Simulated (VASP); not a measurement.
The system is SiC.

```
Si C
1.0
     3.07874    0.00000    0.00000
     0.00000    4.35399    0.00000
     0.00000    0.00000    3.13612
Si C
2 2
Direct
  0.00000 0.00000 0.00000
  0.50000 0.50000 0.50000
  0.00000 0.25000 0.50000
  0.50000 0.75000 0.00000
```

The cell was built by a generator and isn't the measured one.

Base run:

| Property | Result |
| --- | --- |
| Program | VASP 6.6.1 |
| Functional | PBE |
| Potentials or basis | VASP PAW PBE potentials, release 64 (Si, C) |
| Cutoff | 520 eV |
| k mesh | 8 × 6 × 8 |
| Occupations | gaussian, width 0.02 eV |
| Spin | no spin polarisation |

Its results: band gap on the k mesh 1.27 eV; pressure -0.1 GPa; largest force 0.139 eV/Å.

**Question.** The run is repeated on the same cell with these changes: functional from PBE to HSE06; k mesh from 8 × 6 × 8 to 7 × 5 × 7. What comes out?

**Answer.** Band gap on the k mesh 2.15 eV; pressure -5.2 GPa; largest force 0.132 eV/Å.

Several settings changed at once, so the effect can't be laid on one alone.

Caveats: the PAW data sets were made with another functional, which shifts forces and pressure a little (some runs).

Not every run made on this cell is shown here.
